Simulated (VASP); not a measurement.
# Al2Pt (Fm-3m) in VASP: reference runs

Aim: a first look at Al2Pt with PBEsol, on the cell as given and on a disturbed one.

All numbers are computed with VASP 6.6.1; they aren't measurements. Logs are shortened: lines on timing, memory, paths and dates and some standing lists are left out, and cuts for length are marked.

**1. Starting point**

Symmetry: Fm-3m, No. 225, cubic system. The conventional cell has a = 5.910 Å, b = 5.910 Å, c = 5.910 Å, α = 90.00°, β = 90.00°, γ = 90.00°. Around Pt (site symmetry m-3m) lie 8 Al at 2.56 Å. Al (site symmetry -43m) is surrounded by 4 Pt at 2.56 Å.

**2. Single point, PBEsol**

Input file INCAR:

```
PREC = Accurate
ENCUT = 520
EDIFF = 1E-7
ISMEAR = -1
SIGMA = 0.05
LREAL = F
LASPH = T
NELM = 60
ALGO = Normal
ISIF = 2
LWAVE = F
LCHARG = F
GGA = PS
NBANDS = 15
```

Input file KPOINTS:

```
regular mesh
0
Gamma
  8 8 8
```

Input file POSCAR:

```
Al2Pt
1.0
    0.0000000000      2.9550000000      2.9550000000
    2.9550000000      0.0000000000      2.9550000000
    2.9550000000      2.9550000000      0.0000000000
Pt Al
1 2
Direct
    0.0000000000      0.0000000000      0.0000000000
    0.7500000000      0.7500000000      0.7500000000
    0.2500000000      0.2500000000      0.2500000000
```

Potentials or basis: VASP PAW PBE potentials, release 64 (Pt, Al).

Launch:

```console
$ cat potpaw_PBE.64/Pt/POTCAR potpaw_PBE.64/Al/POTCAR > POTCAR
$ mpirun -np 1 vasp_std > vasp.out
```

OUTCAR:

```text
PREC = Accurate
   ENCUT = 520
   EDIFF = 1E-7
   ISMEAR = -1
   LREAL = F
   LASPH = T
   NELM = 60
   ISIF = 2
   GGA = PS

 ion  position               nearest neighbor table
   1  0.000  0.000  0.000-   2 2.56   2 2.56   2 2.56   2 2.56   3 2.56   3 2.56   3 2.56   3 2.56

   2  0.750  0.750  0.750-   1 2.56   1 2.56   1 2.56   1 2.56   3 2.96   3 2.96   3 2.96   3 2.96
                             3 2.96   3 2.96
   3  0.250  0.250  0.250-   1 2.56   1 2.56   1 2.56   1 2.56   2 2.96   2 2.96   2 2.96   2 2.96
                             2 2.96   2 2.96

  LATTYP: Found a face centered cubic cell.
 ALAT       =     5.9100000000

  Lattice vectors:

 A1 = (   0.0000000000,   2.9550000000,   2.9550000000)
 A2 = (   2.9550000000,   0.0000000000,   2.9550000000)
 A3 = (   2.9550000000,   2.9550000000,   0.0000000000)

Analysis of symmetry for initial positions (statically):
=====================================================================
 Subroutine PRICEL returns:
 Original cell was already a primitive cell.

 Routine SETGRP: Setting up the symmetry group for a
 face centered cubic supercell.

 Subroutine GETGRP returns: Found 48 space group operations
 (whereof 48 operations were pure point group operations)
 out of a pool of 48 trial point group operations.

The static configuration has the point symmetry O_h .

Analysis of symmetry for dynamics (positions and initial velocities):
=====================================================================
 Subroutine PRICEL returns:
 Original cell was already a primitive cell.

 Routine SETGRP: Setting up the symmetry group for a
 face centered cubic supercell.

 Subroutine GETGRP returns: Found 48 space group operations
 (whereof 48 operations were pure point group operations)
 out of a pool of 48 trial point group operations.

The dynamic configuration has the point symmetry O_h .

 Subroutine INISYM returns: Found 48 space group operations
 (whereof 48 operations are pure point group operations),
 and found     1 'primitive' translations

----------------------------------------------------------------------------------------

                                     Primitive cell

  volume of cell :      51.6063

  direct lattice vectors                    reciprocal lattice vectors
     0.000000000  2.955000000  2.955000000    -0.169204738  0.169204738  0.169204738
     2.955000000  0.000000000  2.955000000     0.169204738 -0.169204738  0.169204738
     2.955000000  2.955000000  0.000000000     0.169204738  0.169204738 -0.169204738

  length of vectors
     4.179001077  4.179001077  4.179001077     0.293071203  0.293071203  0.293071203

  position of ions in fractional coordinates (direct lattice)
     0.000000000  0.000000000  0.000000000
     0.750000000  0.750000000  0.750000000
     0.250000000  0.250000000  0.250000000

  ion indices of the primitive-cell ions
   primitive index   ion index
                 1           1
                 2           2
                 3           3

----------------------------------------------------------------------------------------

 KPOINTS: regular mesh

Automatic generation of k-mesh.
 Grid dimensions read from file:
 generate k-points for:    8    8    8

 Generating k-lattice:

  Cartesian coordinates                     Fractional coordinates (reciprocal lattice)
    -0.021150592  0.021150592  0.021150592     0.125000000  0.000000000  0.000000000
     0.021150592 -0.021150592  0.021150592     0.000000000  0.125000000  0.000000000
     0.021150592  0.021150592 -0.021150592     0.000000000  0.000000000  0.125000000

  Length of vectors
     0.036633900  0.036633900  0.036633900

  Shift w.r.t. Gamma in fractional coordinates (k-lattice)
     0.000000000  0.000000000  0.000000000

 Subroutine IBZKPT returns following result:
 ===========================================

 Found     29 irreducible k-points:

 Following reciprocal coordinates:
            Coordinates               Weight
  0.000000  0.000000  0.000000      1.000000
  0.125000  0.000000  0.000000      8.000000
  0.250000  0.000000  0.000000      8.000000
  0.375000  0.000000  0.000000      8.000000
  0.500000  0.000000  0.000000      4.000000
  0.125000  0.125000  0.000000      6.000000
[... 16 lines left out ...]
  0.500000  0.250000  0.125000     48.000000
 -0.375000  0.250000  0.125000     24.000000
 [... further k-points ...]
   k-points           NKPTS =     29   k-points in BZ     NKDIM =     29   number of bands    NBANDS=     15
   number of dos      NEDOS =    301   number of ions     NIONS =      3
   total plane-waves  NPLWV =  32768
   dimension x,y,z NGX =    32 NGY =   32 NGZ =   32
   dimension x,y,z NGXF=    64 NGYF=   64 NGZF=   64
   ions per type =               1   2
   NGX,Y,Z   is equivalent  to a cutoff of  12.73, 12.73, 12.73 a.u.
   NGXF,Y,Z  is equivalent  to a cutoff of  25.46, 25.46, 25.46 a.u.
 SYSTEM =  unknown system
   PREC   = accura    normal or accurate (medium, high low for compatibility)
   ISTART =      0    job   : 0-new  1-cont  2-samecut
   ICHARG =      2    charge: 1-file 2-atom 10-const
   ISPIN  =      1    spin polarized calculation?
   LNONCOLLINEAR =      F non collinear calculations
   LSORBIT =      F    spin-orbit coupling
   LASPH  =      T    aspherical Exc in radial PAW
   ENCUT  =  520.0 eV  38.22 Ry    6.18 a.u.   7.77  7.77  7.77*2*pi/ulx,y,z
   NELM   =     60;   NELMIN=  2; NELMDL= -5     # of ELM steps
   EDIFF  = 0.1E-06   stopping-criterion for ELM
   LREAL  =      F    real-space projection
[... 7 lines left out ...]
   TEBEG  =    0.0;   TEEND  =   0.0 temperature during run
   PSTRESS=    0.0 pullay stress
   NELECT =      16.0000    total number of electrons
   NUPDOWN=      -1.0000    fix difference up-down
   EMIN   =  10.00;   EMAX   =-10.00  energy-range for DOS
   EFERMI =   0.00;   METHOD = LEGACY
   ISMEAR =    -1;   SIGMA  =   0.05  broadening in eV -4-tet -1-fermi 0-gaus
   EFERMI_NEDOS =   21; number of points for ismear=-14 and -15
   IALGO  =     38    algorithm
   IMIX   =      4    mixing-type and parameters
     AMIX     =   0.40;   BMIX     =  1.00
     AMIX_MAG =   1.60;   BMIX_MAG =  1.00
  volume/ion in A,a.u.               =      17.20       116.09
  Fermi-wavevector in a.u.,A,eV,Ry     =   1.108019  2.093853 16.703966  1.227707
  Thomas-Fermi vector in A             =   2.244541
   LORBIT       =      0    0 simple, 1 ext, 2 COOP (PROOUT), +10 PAW based schemes
   GGA     = PS    functional components
   LHFCALC =     F    Hartree Fock is set to
   AEXX    =    0.0000 exact exchange contribution
   IVDW    =     0    specifies the selected vdW correction
   LEPSILON=     F    determine dielectric tensor
   LRPA    =     F    only Hartree local field effects (RPA)
 non-spin polarized calculation
  energy-cutoff  :      520.00
  volume of cell :       51.61
 maximum number of plane-waves:      1411
   NGX = 15   NGY = 15   NGZ = 15

 number of electron      16.0000000 magnetization

 Free energy of the ion-electron system (eV)
  ---------------------------------------------------
  ext. energy  EPLUGINS =         0.00000000
  ---------------------------------------------------
  free energy    TOTEN  =       -17.75518740 eV

  energy without entropy =      -17.74276551  energy(sigma->0) =      -17.74897645

 E-fermi :   7.7548     XC(G=0): -10.8128

 val. band max:        7.6844737325   @ k =   0.3750   0.2500   0.0000
 cond. band min:       7.7837718055   @ k =   0.2500   0.2500   0.0000
 fundamental gap:      0.0992980730
 Fermi energy:         7.7548101847

 k-point     1 :       0.0000    0.0000    0.0000
  band No.  band energies     occupation
      1      -2.4469      2.00000
      2       2.7341      2.00000
      3       2.7341      2.00000
      4       2.7341      2.00000
      5       4.0925      2.00000
      6       4.0925      2.00000
      7      10.7769      0.00000
      8      11.5833      0.00000
      9      11.5833      0.00000
     10      11.5833      0.00000
     11      13.2164      0.00000
     12      13.2164      0.00000
     13      13.2164      0.00000
     14      14.1172      0.00000
     15      14.1172      0.00000

 k-point     2 :       0.1250    0.0000    0.0000
  band No.  band energies     occupation
      1      -2.2323      2.00000
      2       2.6098      2.00000
      3       2.8042      2.00000
      4       2.8042      2.00000
      5       4.0697      2.00000
      6       4.0697      2.00000
      7       9.4223      0.00000
      8      11.0411      0.00000
      9      11.0411      0.00000
     10      11.1028      0.00000
     11      13.6938      0.00000
     12      13.7418      0.00000
     13      13.7418      0.00000
     14      13.8509      0.00000
     15      13.8509      0.00000

 k-point     3 :       0.2500    0.0000    0.0000
  band No.  band energies     occupation
      1      -1.6141      2.00000
      2       2.3148      2.00000
      3       2.9511      2.00000
      4       2.9511      2.00000
      5       4.0742      2.00000
      6       4.0742      2.00000
      7       6.8919      2.00000
      8      10.0604      0.00000
      9      10.0604      0.00000
     10      11.5363      0.00000
     11      13.1998      0.00000
     12      13.2700      0.00000
     13      13.2700      0.00000
     14      15.1094      0.00000
     15      15.1094      0.00000

 k-point     4 :       0.3750    0.0000    0.0000
  band No.  band energies     occupation
      1      -0.7170      2.00000
      2       1.9573      2.00000
      3       3.0397      2.00000
      4       3.0397      2.00000
      5       4.2067      2.00000
      6       4.2067      2.00000
      7       4.8971      2.00000
      8       9.1761      0.00000
      9       9.1761      0.00000
     10      11.5996      0.00000
     11      13.0191      0.00000
     12      13.0191      0.00000
     13      13.1160      0.00000
     14      16.5688      0.00000
     15      16.5688      0.00000
[... 307 lines left out ...]
 k-point    22 :       0.3750    0.2500    0.1250
  band No.  band energies     occupation
      1      -1.0596      2.00000
      2       2.1250      2.00000
      3       3.0279      2.00000
      4       3.2056      2.00000
      5       3.7524      2.00000
      6       4.3220      2.00000
      7       6.4677      2.00000
      8       7.6088      1.89769
      9       9.2083      0.00000
     10      11.8310      0.00000
     11      12.2468      0.00000
     12      13.7330      0.00000
     13      14.5254      0.00000
     14      15.8510      0.00000
     15      16.2818      0.00000

 k-point    23 :       0.5000    0.2500    0.1250
  band No.  band energies     occupation
      1      -0.1570      2.00000
      2       1.9065      2.00000
      3       2.9468      2.00000
      4       3.3700      2.00000
      5       3.9489      2.00000
      6       4.1890      2.00000
      7       4.9876      2.00000
      8       6.9107      2.00000
      9       8.3651      0.00001
     10      11.7545      0.00000
     11      12.9166      0.00000
     12      13.9261      0.00000
     13      14.9678      0.00000
     14      15.7757      0.00000
     15      17.2942      0.00000

 k-point    24 :      -0.3750    0.2500    0.1250
  band No.  band energies     occupation
      1       0.4852      2.00000
      2       1.7192      2.00000
      3       2.8899      2.00000
      4       3.3841      2.00000
      5       3.6304      2.00000
      6       4.2900      2.00000
      7       4.5529      2.00000
      8       6.8132      2.00000
      9       7.9106      0.08488
     10      11.6290      0.00000
     11      12.9957      0.00000
     12      14.6316      0.00000
     13      15.0475      0.00000
     14      16.1558      0.00000
     15      16.7167      0.00000

 [... further k-points ...]
[... 5 lines left out ...]
  --------------------------------------------------------------------------------------
  -------------------------------------------------------------------------------------
  Total       -0.3184933     -0.3184933     -0.3184933      0.0000000     -0.0000000     -0.0000000
  in kB       -9.8879982     -9.8879982     -9.8879982      0.0000000     -0.0000000     -0.0000000
  external PRESSURE =      -9.8879982 kB  Pullay stress =       0.0000000 kB

 VOLUME and BASIS-vectors are now :
 -----------------------------------------------------------------------------
  energy-cutoff  :      520.00
  volume of cell :       51.61
      direct lattice vectors                 reciprocal lattice vectors
     0.000000000  2.955000000  2.955000000    -0.169204738  0.169204738  0.169204738
     2.955000000  0.000000000  2.955000000     0.169204738 -0.169204738  0.169204738
     2.955000000  2.955000000  0.000000000     0.169204738  0.169204738 -0.169204738

 POSITION                                       TOTAL-FORCE (eV/Angst)
 -----------------------------------------------------------------------------------
      0.00000      0.00000      0.00000        -0.000000     -0.000000     -0.000000
      4.43250      4.43250      4.43250        -0.000000      0.000000     -0.000000
      1.47750      1.47750      1.47750         0.000000     -0.000000      0.000000
 -----------------------------------------------------------------------------------
    total drift:                                0.000000     -0.000000      0.000000

  FREE ENERGIE OF THE ION-ELECTRON SYSTEM (eV)
  ---------------------------------------------------
  free  energy   TOTEN  =       -17.7551874000 eV

  energy  without entropy=      -17.7427655076  energy(sigma->0) =      -17.74897645
```

It took 31 s on 1 thread of AMD EPYC 7R43 (Zen 3), shared host; peak memory 0.14 GiB.

Results:

```yaml
Free_energy: -17.7552 eV
Pressure: -1.0 GPa
Band_gap_on_the_k_mesh: none (metal or under the smearing width)
```

Levels at points of the mesh, in eV from the Fermi level:
| k point | band 6 | band 7 | band 8 | band 9 | band 10 | band 11 |
| --- | --- | --- | --- | --- | --- | --- |
| (0.00, 0.00, 0.00) | -3.66 | 3.02 | 3.83 | 3.83 | 3.83 | 5.46 |
| (0.50, 0.00, 0.00) | -3.44 | -3.44 | 1.05 | 1.05 | 3.77 | 5.19 |
| (0.50, 0.50, 0.00) | -3.40 | -3.16 | -1.57 | -1.57 | 3.20 | 3.36 |

Caveat: the PAW data sets were made with another functional, which shifts forces and pressure a little. Spin-orbit coupling is left out, which matters for the levels of Pt.

**3. Single point, PBEsol (atoms moved at random, drawn with an rms of 0.05 Å)**

INCAR is that of step 2.

KPOINTS is that of step 2.

Input file POSCAR:

```
Al2Pt
1.0
    0.0000000000      2.9550000000      2.9550000000
    2.9550000000      0.0000000000      2.9550000000
    2.9550000000      2.9550000000      0.0000000000
Pt Al
1 2
Direct
    0.0117280000     -0.0150500000     -0.0056400000
    0.7540240000      0.7533590000      0.7435730000
    0.2510320000      0.2488130000      0.2564700000
```

Potentials or basis: VASP PAW PBE potentials, release 64 (Pt, Al).

Launch:

```console
$ cat potpaw_PBE.64/Pt/POTCAR potpaw_PBE.64/Al/POTCAR > POTCAR
$ mpirun -np 1 vasp_std > vasp.out
```

Run time: 4 min. Hardware: 1 thread of AMD EPYC 7R43 (Zen 3), shared host; peak memory 0.3 GiB.

Results (log left out):

```yaml
Free_energy: -17.7318 eV
Pressure: -0.7 GPa
Largest_force: 0.563 eV/Å
Band_gap_on_the_k_mesh: none (metal or under the smearing width)
```

Forces on the atoms (eV/Å):
```
Pt   0.538 -0.075  0.151
Al  -0.160  0.141 -0.161
Al  -0.378 -0.066  0.011
```

Stress tensor (GPa, compression positive):
```
-0.82  0.49 -0.60
 0.49 -0.64 -0.64
-0.60 -0.64 -0.67
```

Levels at points of the mesh, in eV from the Fermi level:
```
           k point  band 5  band 6  band 7  band 8  band 9  band 10  band 11  band 12
(0.00, 0.00, 0.00)   -3.67   -3.67    3.00    3.77    3.83     3.84     5.45     5.47
(0.50, 0.00, 0.00)   -3.67   -3.46   -3.43    0.99    1.14     3.72     5.15     5.25
(0.00, 0.50, 0.00)   -3.67   -3.46   -3.43    1.00    1.14     3.74     5.12     5.25
(0.00, 0.00, 0.50)   -3.77   -3.47   -3.47    1.00    1.02     3.78     5.21     5.24
(0.50, 0.50, 0.50)   -3.66   -3.46   -3.43    1.00    1.15     3.72     5.15     5.24
(0.50, 0.50, 0.00)   -3.75   -3.41   -3.17   -1.57   -1.56     3.19     3.35     8.12
(0.00, 0.50, 0.50)   -3.74   -3.39   -3.18   -1.57   -1.57     3.18     3.35     8.12
(0.50, 0.00, 0.50)   -3.74   -3.41   -3.17   -1.57   -1.56     3.19     3.35     8.12
```

Caveat: the PAW data sets were made with another functional, which shifts forces and pressure a little. Spin-orbit coupling is left out, which matters for the levels of Pt.
